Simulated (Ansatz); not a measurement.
# Residual resistivity of an alloy: Al(111) with 4 layers of random Al-Nb, 2x2

Aim: the residual resistivity of a random alloy, from Al(111) with 4 layers of random Al-Nb, 2x2 and longer regions.

Method: Ansatz plane-wave DFT, PBE, PAW files; ballistic transport by layer matching (Landauer), zero bias; PAW set soft_1, in Ansatz 0.2.0.

### 1. The starting structure

The cell holds 40 atoms: 38 Al and 2 Nb. Its edges and angles: a = 5.725 Å, b = 5.725 Å, c = 23.429 Å, α = 93.5°, β = 86.5°, γ = 120.0°. It derives from Al. Regions: lead, 24 atoms (24 Al); scattering region, 16 atoms (14 Al and 2 Nb). The structure is stacked along c, and the current runs across the ab planes.

### 2. With 4 alloy layers

In 4 layers a share of 0.125 of the sites is given to Nb at random. The layers about the cell's end stay perfect and serve as the lead. Energies from -0.05 to 0.05 eV in steps of 0.05 eV are too few for the program's thermal sum, so it prints no conductance; for a metal the transmission near the Fermi level serves, at a fraction of the cost.

File input.yaml:

```yaml
crystal:
  lattice:
    - [5.7246940741, 0.0, 0.0]
    - [-2.862347037, 4.957730497, 0.0]
    - [1.4311735185, -0.8262884162, 23.3709656917]
  atoms:
    - { symbol: Al, position: [0.9916666667, 0.0083333333, 0.05] }
    - { symbol: Al, position: [0.9916666667, 0.5083333333, 0.05] }
    - { symbol: Al, position: [0.4916666667, 0.0083333333, 0.05] }
    - { symbol: Al, position: [0.4916666667, 0.5083333333, 0.05] }
    - { symbol: Al, position: [0.1416666667, 0.3583333333, 0.15] }
    - { symbol: Al, position: [0.1416666667, 0.8583333333, 0.15] }
    - { symbol: Al, position: [0.6416666667, 0.3583333333, 0.15] }
    - { symbol: Al, position: [0.6416666667, 0.8583333333, 0.15] }
    - { symbol: Al, position: [0.2916666667, 0.2083333333, 0.25] }
    - { symbol: Al, position: [0.2916666667, 0.7083333333, 0.25] }
    - { symbol: Al, position: [0.7916666667, 0.2083333333, 0.25] }
    - { symbol: Al, position: [0.7916666667, 0.7083333333, 0.25] }
    - { symbol: Al, position: [0.9416666667, 0.0583333333, 0.35] }
    - { symbol: Al, position: [0.9416666667, 0.5583333333, 0.35] }
    - { symbol: Al, position: [0.4416666667, 0.0583333333, 0.35] }
    - { symbol: Al, position: [0.4416666667, 0.5583333333, 0.35] }
    - { symbol: Al, position: [0.0916666667, 0.4083333333, 0.45] }
    - { symbol: Al, position: [0.0916666667, 0.9083333333, 0.45] }
    - { symbol: Al, position: [0.5916666667, 0.4083333333, 0.45] }
    - { symbol: Al, position: [0.5916666667, 0.9083333333, 0.45] }
    - { symbol: Al, position: [0.2416666667, 0.2583333333, 0.55] }
    - { symbol: Al, position: [0.2416666667, 0.7583333333, 0.55] }
    - { symbol: Al, position: [0.7416666667, 0.2583333333, 0.55] }
    - { symbol: Al, position: [0.7416666667, 0.7583333333, 0.55] }
    - { symbol: Nb, position: [0.8916666667, 0.1083333333, 0.65] }
    - { symbol: Al, position: [0.8916666667, 0.6083333333, 0.65] }
    - { symbol: Al, position: [0.3916666667, 0.1083333333, 0.65] }
    - { symbol: Nb, position: [0.3916666667, 0.6083333333, 0.65] }
    - { symbol: Al, position: [0.0416666667, 0.4583333333, 0.75] }
    - { symbol: Al, position: [0.0416666667, 0.9583333333, 0.75] }
    - { symbol: Al, position: [0.5416666667, 0.4583333333, 0.75] }
    - { symbol: Al, position: [0.5416666667, 0.9583333333, 0.75] }
    - { symbol: Al, position: [0.1916666667, 0.3083333333, 0.85] }
    - { symbol: Al, position: [0.1916666667, 0.8083333333, 0.85] }
    - { symbol: Al, position: [0.6916666667, 0.3083333333, 0.85] }
    - { symbol: Al, position: [0.6916666667, 0.8083333333, 0.85] }
    - { symbol: Al, position: [0.8416666667, 0.1583333333, 0.95] }
    - { symbol: Al, position: [0.8416666667, 0.6583333333, 0.95] }
    - { symbol: Al, position: [0.3416666667, 0.1583333333, 0.95] }
    - { symbol: Al, position: [0.3416666667, 0.6583333333, 0.95] }
kpoints:
  mp_grid: { grid: [5, 5, 1] }
hamiltonian:
  xc: pbe
  pseudopotentials: { kind: paw, azcp: { folder: soft_1 } }
scf:
  occupations: { method: fermi_dirac, width: 0.1 }
output:
  transmission:
    leads: [[0, 4]]
    kmesh: [10, 10]
    e_range: [-0.05, 0.05]
    de: 0.05
  write_potential: true
  write_density: true
  volumetric_format: npy
```

Command:

```bash
$ ansatz run input.yaml --threads 4 --pin off --max-ram 15360MiB --backend cpu --events-out ev --progress --plain --runs-dir out
```

Numbers of over 12 decimals in the logs are rounded to 6 here.

The program printed:

```text
Engine: ansatz 0.2.0, aarch64-unknown-linux-gnu
Pseudopotentials: kind: paw
Pseudopotential: Al, paw, valence charge 3, recommended cutoff 420 eV (normal), soft_1/Al.paw.azcp
Pseudopotential: Nb, paw, valence charge 13, recommended cutoff 420 eV (normal), soft_1/Nb.paw.azcp
Functional definition: PBE
  parameter kappa = 0.804
  parameter beta = 0.066725
  exchange = pbe_x(kappa = kappa, mu = beta*pi^2/3)
  correlation = pbe_c(beta = beta)
Crystal: 40 atoms, lattice volume = 663.303 Å³
Basis set: ecut = 420 eV, 13043 PW (Γ)
Bands: 110, of which v1, the nominal top of the filled ones, is band 70 counted from 1 (69 counted from 0)
Symmetry: 8 space group operations
Space group: P2/m (ITA 10), of the structure as read, at distance tolerance 8.7e-5 Å
k-points: 9 of 25
Non-local potential: Al, projectors of the file, l = 0: 2, l = 1: 2, l = 2: 1
Non-local potential: Nb, projectors of the file, l = 0: 3, l = 1: 2, l = 2: 2, l = 3: 1
PAW form: soft (Blöchl's): semilocal exchange-correlation on the pseudo side does not see the compensation charge
PAW one-centre angular grid: Al, 110 points (default); XC on 64 Gauss nodes
PAW one-centre angular grid: Nb, 590 points (default); XC on 64 Gauss nodes
Initial density: superposition of atomic densities (chi_scale 0.1, normalization cell, long waves kept (reshape's long-wave potential 0.02 eV rms))
Initial wavefunctions: pseudopotential atomic-orbital guess
Functional: x = pbe(κ = 0.804, μ = 0.219515), c = pbe(β = 0.066725)
SCF iter   1: F=—  HF=-29534.192616 eV  |F-HF|=—  |Δ(HF+E_count)|=         —  Δρ=3.12e-2  dr2=8.79e0  ethr=3.10e-3  ⟨swp⟩=6.2  Hψ=4666  notcnv=0  defer=7
preconditioner: auto → Kerker (q_TF=auto, 2.105 Å⁻¹)  [metal: Δε(μ)=0.062 eV  Ē_g=6.478 eV  σ=0.100 eV  W_gap=0.15  n_scr=90 (ndim 8)  ℏωp=16.1 eV  f_vac=0.000  D(μ)=16.34/eV (n_scr^D=90)]
SCF iter   2: F=—  HF=-29532.677669 eV  |F-HF|=—  |Δ(HF+E_count)|=    1.51e0  Δρ=1.90e-2  dr2=3.43e0  ethr=3.10e-3  ⟨swp⟩=2.4  Hψ=1545  notcnv=0  defer=47
SCF iter   3: F=—  HF=-29531.587145 eV  |F-HF|=—  |Δ(HF+E_count)|=    1.09e0  Δρ=3.14e-3  dr2=3.26e-1  ethr=2.45e-3  ⟨swp⟩=2.6  Hψ=1653  notcnv=0  defer=47
SCF iter   4: F=—  HF=-29531.555121 eV  |F-HF|=—  |Δ(HF+E_count)|=   3.20e-2  Δρ=9.06e-4  dr2=2.84e-2  ethr=2.33e-4  ⟨swp⟩=1.2  Hψ=989  notcnv=0  defer=50
SCF iter   5: F=—  HF=-29531.553279 eV  |F-HF|=—  |Δ(HF+E_count)|=   1.84e-3  Δρ=2.17e-4  dr2=1.42e-3  ethr=2.03e-5  ⟨swp⟩=1.0  Hψ=940  notcnv=0  defer=50
SCF iter   6: F=—  HF=-29531.553138 eV  |F-HF|=—  |Δ(HF+E_count)|=   1.41e-4  Δρ=2.66e-5  dr2=9.11e-6  ethr=1.02e-6  ⟨swp⟩=1.6  Hψ=952  notcnv=0  defer=50
SCF iter   7: F=—  HF=-29531.553205 eV  |F-HF|=—  |Δ(HF+E_count)|=   6.68e-5  Δρ=1.09e-5  dr2=2.97e-6  ethr=6.51e-9  ⟨swp⟩=2.6  Hψ=1504  notcnv=0  defer=50
SCF iter   8: F=—  HF=-29531.553205 eV  |F-HF|=—  |Δ(HF+E_count)|=   2.28e-7  Δρ=2.49e-6  dr2=1.53e-7  ethr=2.12e-9  ⟨swp⟩=1.4  Hψ=969  notcnv=0  defer=50
SCF iter   9: F=-29531.553205 eV  HF=-29531.553205 eV  |F-HF|=5.60e-9  |Δ(HF+E_count)|=   2.01e-8  Δρ=7.18e-7  dr2=6.28e-9  ethr=7.14e-11  ⟨swp⟩=12.1  Hψ=3170  notcnv=0
SCF 1 converged in 9 iterations: F = -29531.553205 eV  dr2 = 6.28e-9
  greatest PAW one-centre occupation: 0.998 electrons in one spin orbital (limit 2), on the Nb atom at site 27 (counted from 0), in its partial waves of l = 0
transmission: 99 of 930 steps passed
transmission: 189 of 930 steps passed
[...]
transmission: 930 of 930 steps passed
SCF converged after 9 iterations
Free energy (F): -29531.553205 eV
Harris-Foulkes:  -29531.553205 eV  (|F-HF|=5.60e-9)
Internal energy: -29530.976471 eV  (E = F + TS)
E sigma→0 (E₀):  -29531.264838 eV
Entropy (-TS):   -0.576733 eV (-14.418 meV/atom)
Fermi energy:    8.513855 eV
--- Per-component energies (eV) ---
  E_band       = 74.521200
  E_kinetic    = 1599.954911
  E_local      = -5965.850925  (includes V_loc(G=0)·N_el)
  E_nonlocal   = 570.288403
  E_hartree    = 2873.719821
  E_xc         = -1762.954447
  E_vxc        = -1508.991321  (∫ρ·V_xc dr)
  E_paw        = -24002.181442  (= ΣΔE_a)
  E_vpaw       = -368.313263  (= ΣTr[D̂ρ^β])
  E_aug_tail   = 0.000019  (compensation charges beyond the density's cutoff)
  E_ewald      = -2843.952811
  E_smearing   = -0.576733  (= −TS)
  E_closure    = 0.000000  (closes the sum)
  Σ components = -29531.553205   (vs F -29531.553205, Δ=0.00e0)
--- Band table (eV; the first three rows and the last of 9) ---
  k-point 0: bands = [... 66 lower, 7.2172, 7.2211, 7.4328, 7.4482, 7.6334, 8.0288, 8.0614, 8.0979, ... 36 higher]
  k-point 1: bands = [... 66 lower, 7.4639, 7.5123, 7.7739, 7.8670, 7.9536, 8.1973, 8.2521, 8.2784, ... 36 higher]
  k-point 2: bands = [... 66 lower, 8.5618, 8.5846, 8.6512, 8.6645, 8.7561, 8.7711, 8.8185, 8.8506, ... 36 higher]
  k-point 8: bands = [... 66 lower, 8.5284, 8.5546, 8.5586, 8.6488, 8.7104, 8.7733, 8.7948, 8.8449, ... 36 higher]
--- Transmission ---
  basis      : 253 plane waves across, 30 finite elements along
  points     : 31, standing for a mesh of 10 x 10
  energies   : 3 from -0.050000 to 0.050000 eV about the Fermi level, 0.050000 eV apart; the leads are filled to 0.000000 eV, and channels, transmission and decay are at 0.000000 eV
  crystal 0  : Al4, at the sites [0, 4], period 2.3371 Å, over 21.03 Å; its Hamiltonian steps by up to 24.7 meV
    offset         : up to 0.0000 Å between an atom of the period and one for which it stands
    channels       : 5.390000e0 a spin
    conductance    : none, the energies end too early or step too widely for 300 K: set another output.transmission.e_range or a lower de, or, where they end at an eighth of basis.ecutwfc, a higher one
  junction   : crystal 0 to crystal 0, 3.98 to 25.01 Å
    transmission   : 2.546343e0 a spin
    conductance    : none, the energies end too early or step too widely for 300 K: set another output.transmission.e_range or a lower de, or, where they end at an eighth of basis.ecutwfc, a higher one
```

It took 4.5 min on 4 threads of Arm Neoverse V1, shared host; peak memory 2.1 GiB; 14 min of CPU time.

In the SCF lines HF is the Harris–Foulkes energy and dr2 the Hartree energy of the density residual, in eV; the loop may stop once dr2 is under the threshold and the program's other checks hold. Hψ counts applications of the Hamiltonian.

This step gave:

- free energy: -29531.5532 eV
- energy at zero smearing: -29531.2648 eV
- Fermi energy: 8.514 eV
- cell area: 28.38 Å²
- transmission per spin nearest the Fermi level: 2.546
- open channels per spin nearest the Fermi level: 5.39
- step of the lead's potential: 24.7 meV

Per spin. Table of transmission, zone mean by energy, zero at the Fermi level:

```csv
energy (eV),"transmission, zone mean"
-0.0500,2.51
0.0000,2.55
0.0500,2.63
```

Per spin. Table of open channels, zone mean, lead by energy, zero at the Fermi level:

| energy (eV) | open channels, zone mean, lead |
| --- | --- |
| -0.0500 | 5.23 |
| 0.0000 | 5.39 |
| 0.0500 | 5.59 |

Transmission over k1 and k2. At 0.0000 eV from the Fermi level.

Ten even steps from '_' (1.40) to '@' (3.52):
```
==++**--==**##--..__
__**==%%%%####++::..
..--%%####%%##::++--
**==%%##@@**==######
##**##%%******%%##**
**######==**@@##%%==
..--++::##%%####%%--
__..::++####%%%%==**
==__..--##**==--**++
====__..**##**..__==
```
Columns: k1 (b1) from -0.5 to 0.4; rows upwards: k2 (b2) from -0.5 to 0.4.

Open channels over k1 and k2. At 0.0000 eV from the Fermi level.

Ten even steps from '_' (3.00) to '@' (7.00):
```
++####++####++__::__
::##::@@@@++##::::::
::++@@@@@@@@@@++::__
++##@@@@####@@@@##++
::##++@@##@@##@@++##
++++##@@@@####@@@@##
::__::++@@@@@@@@@@++
::::::::##++@@@@::##
++__::__++####++####
::++::::++::++::::++
```
Columns: k1 (b1) from -0.5 to 0.4; rows upwards: k2 (b2) from -0.5 to 0.4.

Over the solved energies the transmission per spin lies between 2.51 and 2.63, out of 5.40 channels of the lead on average (up to 5.59).

### 3. With 8 alloy layers

In 8 layers a share of 0.125 of the sites is given to Nb at random. A fresh draw is used; the growth of the resistance with length is what counts.

System of this step: Al(111) with 8 layers of random Al-Nb, 2x2. The cell holds 56 atoms: 52 Al and 4 Nb. Cell: a = 5.725 Å, b = 5.725 Å, c = 32.761 Å, α = 87.5°, β = 92.5°, γ = 120.0°. It derives from Al. Regions: lead, 24 atoms (24 Al); scattering region, 32 atoms (28 Al and 4 Nb). The structure is stacked along c, and the current runs across the ab planes.

File input.yaml:

```yaml
crystal:
  lattice:
    - [5.7246940741, 0.0, 0.0]
    - [-2.862347037, 4.957730497, 0.0]
    - [-1.4311735185, 0.8262884162, 32.7193519684]
  atoms:
    - { symbol: Al, position: [0.005952381, 0.994047619, 0.0357142857] }
    - { symbol: Al, position: [0.005952381, 0.494047619, 0.0357142857] }
    - { symbol: Al, position: [0.505952381, 0.994047619, 0.0357142857] }
    - { symbol: Al, position: [0.505952381, 0.494047619, 0.0357142857] }
    - { symbol: Al, position: [0.1845238095, 0.3154761905, 0.1071428571] }
    - { symbol: Al, position: [0.1845238095, 0.8154761905, 0.1071428571] }
    - { symbol: Al, position: [0.6845238095, 0.3154761905, 0.1071428571] }
    - { symbol: Al, position: [0.6845238095, 0.8154761905, 0.1071428571] }
    - { symbol: Al, position: [0.3630952381, 0.1369047619, 0.1785714286] }
    - { symbol: Al, position: [0.3630952381, 0.6369047619, 0.1785714286] }
    - { symbol: Al, position: [0.8630952381, 0.1369047619, 0.1785714286] }
    - { symbol: Al, position: [0.8630952381, 0.6369047619, 0.1785714286] }
    - { symbol: Al, position: [0.0416666667, 0.9583333333, 0.25] }
    - { symbol: Al, position: [0.0416666667, 0.4583333333, 0.25] }
    - { symbol: Nb, position: [0.5416666667, 0.9583333333, 0.25] }
    - { symbol: Al, position: [0.5416666667, 0.4583333333, 0.25] }
    - { symbol: Al, position: [0.2202380952, 0.2797619048, 0.3214285714] }
    - { symbol: Al, position: [0.2202380952, 0.7797619048, 0.3214285714] }
    - { symbol: Al, position: [0.7202380952, 0.2797619048, 0.3214285714] }
    - { symbol: Al, position: [0.7202380952, 0.7797619048, 0.3214285714] }
    - { symbol: Al, position: [0.3988095238, 0.1011904762, 0.3928571429] }
    - { symbol: Al, position: [0.3988095238, 0.6011904762, 0.3928571429] }
    - { symbol: Al, position: [0.8988095238, 0.1011904762, 0.3928571429] }
    - { symbol: Al, position: [0.8988095238, 0.6011904762, 0.3928571429] }
    - { symbol: Al, position: [0.0773809524, 0.9226190476, 0.4642857143] }
    - { symbol: Al, position: [0.0773809524, 0.4226190476, 0.4642857143] }
    - { symbol: Al, position: [0.5773809524, 0.9226190476, 0.4642857143] }
    - { symbol: Al, position: [0.5773809524, 0.4226190476, 0.4642857143] }
    - { symbol: Nb, position: [0.255952381, 0.244047619, 0.5357142857] }
    - { symbol: Al, position: [0.255952381, 0.744047619, 0.5357142857] }
    - { symbol: Al, position: [0.755952381, 0.244047619, 0.5357142857] }
    - { symbol: Al, position: [0.755952381, 0.744047619, 0.5357142857] }
    - { symbol: Al, position: [0.4345238095, 0.0654761905, 0.6071428571] }
    - { symbol: Al, position: [0.4345238095, 0.5654761905, 0.6071428571] }
    - { symbol: Al, position: [0.9345238095, 0.0654761905, 0.6071428571] }
    - { symbol: Al, position: [0.9345238095, 0.5654761905, 0.6071428571] }
    - { symbol: Al, position: [0.1130952381, 0.8869047619, 0.6785714286] }
    - { symbol: Al, position: [0.1130952381, 0.3869047619, 0.6785714286] }
    - { symbol: Nb, position: [0.6130952381, 0.8869047619, 0.6785714286] }
    - { symbol: Al, position: [0.6130952381, 0.3869047619, 0.6785714286] }
    - { symbol: Al, position: [0.2916666667, 0.2083333333, 0.75] }
    - { symbol: Al, position: [0.2916666667, 0.7083333333, 0.75] }
    - { symbol: Al, position: [0.7916666667, 0.2083333333, 0.75] }
    - { symbol: Nb, position: [0.7916666667, 0.7083333333, 0.75] }
    - { symbol: Al, position: [0.4702380952, 0.0297619048, 0.8214285714] }
    - { symbol: Al, position: [0.4702380952, 0.5297619048, 0.8214285714] }
    - { symbol: Al, position: [0.9702380952, 0.0297619048, 0.8214285714] }
    - { symbol: Al, position: [0.9702380952, 0.5297619048, 0.8214285714] }
    - { symbol: Al, position: [0.1488095238, 0.8511904762, 0.8928571429] }
    - { symbol: Al, position: [0.1488095238, 0.3511904762, 0.8928571429] }
    - { symbol: Al, position: [0.6488095238, 0.8511904762, 0.8928571429] }
    - { symbol: Al, position: [0.6488095238, 0.3511904762, 0.8928571429] }
    - { symbol: Al, position: [0.3273809524, 0.1726190476, 0.9642857143] }
    - { symbol: Al, position: [0.3273809524, 0.6726190476, 0.9642857143] }
    - { symbol: Al, position: [0.8273809524, 0.1726190476, 0.9642857143] }
    - { symbol: Al, position: [0.8273809524, 0.6726190476, 0.9642857143] }
kpoints:
  mp_grid: { grid: [5, 5, 1] }
hamiltonian:
  xc: pbe
  pseudopotentials: { kind: paw, azcp: { folder: soft_1 } }
scf:
  occupations: { method: fermi_dirac, width: 0.1 }
output:
  transmission:
    leads: [[0, 4]]
    kmesh: [10, 10]
    e_range: [-0.05, 0.05]
    de: 0.05
  write_potential: true
  write_density: true
  volumetric_format: npy
```

The program printed:

```text
[...]
Crystal: 56 atoms, lattice volume = 928.624 Å³
Basis set: ecut = 420 eV, 18271 PW (Γ)
Bands: 160, of which v1, the nominal top of the filled ones, is band 104 counted from 1 (103 counted from 0)
Symmetry: 2 space group operations
[...]
k-points: 9 of 25 (time reversal used)
[...]
SCF iter   1: F=—  HF=-46168.046535 eV  |F-HF|=—  |Δ(HF+E_count)|=         —  Δρ=3.62e-2  dr2=2.12e1  ethr=3.10e-3  ⟨swp⟩=6.3  Hψ=6661  notcnv=0  defer=23
[...]
SCF iter   9: F=-46163.309085 eV  HF=-46163.309085 eV  |F-HF|=1.17e-8  |Δ(HF+E_count)|=   5.77e-8  Δρ=6.94e-7  dr2=1.29e-8  ethr=4.81e-11  ⟨swp⟩=13.4  Hψ=4991  notcnv=0
SCF 1 converged in 9 iterations: F = -46163.309085 eV  dr2 = 1.29e-8
[...]
transmission: 144 of 1395 steps passed
transmission: 279 of 1395 steps passed
[...]
transmission: 1395 of 1395 steps passed
SCF converged after 9 iterations
Free energy (F): -46163.309085 eV
[...]
Internal energy: -46162.409823 eV  (E = F + TS)
E sigma→0 (E₀):  -46162.859454 eV
Entropy (-TS):   -0.899262 eV (-16.058 meV/atom)
Fermi energy:    8.776840 eV
[...]
--- Band table (eV; the first three rows and the last of 9) ---
  k-point 0: bands = [... 100 lower, 7.6713, 7.8094, 7.9506, 8.0425, 8.0634, 8.1925, 8.3207, 8.3288, ... 52 higher]
  k-point 1: bands = [... 100 lower, 7.9923, 8.0297, 8.1227, 8.2801, 8.3205, 8.4893, 8.5338, 8.6670, ... 52 higher]
  k-point 2: bands = [... 100 lower, 8.6763, 8.7869, 8.8117, 8.8739, 8.9629, 9.0069, 9.0588, 9.0857, ... 52 higher]
  k-point 8: bands = [... 100 lower, 8.7486, 8.8064, 8.8169, 8.9684, 8.9715, 9.0070, 9.0841, 9.1612, ... 52 higher]
--- Transmission ---
  basis      : 253 plane waves across, 45 finite elements along
  points     : 31, standing for a mesh of 10 x 10
[...]
channels       : 5.590000e0 a spin
[...]
junction   : crystal 0 to crystal 0, 0.70 to 31.08 Å
    transmission   : 1.789167e0 a spin
[...]
```

Wall time 6.7 min (4 threads); peak memory 3.2 GiB.

This step gave:

```yaml
free_energy: -46163.3091 eV
energy_at_zero_smearing: -46162.8595 eV
fermi_energy: 8.777 eV
transmission_per_spin_nearest_the_fermi_level: 1.789
open_channels_per_spin_nearest_the_fermi_level: 5.59
step_of_the_lead_s_potential: 10.3 meV
```

Per spin. Table of transmission, zone mean by energy, zero at the Fermi level:

```
energy (eV)  transmission, zone mean
    -0.0500                     1.67
     0.0000                     1.79
     0.0500                     1.83
```

Over the solved energies the transmission per spin lies between 1.67 and 1.83, out of 5.48 channels of the lead on average (up to 5.59).

(Continued in part 2 of 2.)

[Logs are printed without paths, hosts, clocks, repeated set-up lines and the standing remarks that a program may print on its own settings, such as how far it seeks lower states.]

[Hosts, paths, dates, database ids (printed as entryN), source tags and the programs' standing remarks are cut or masked in the printed files.]
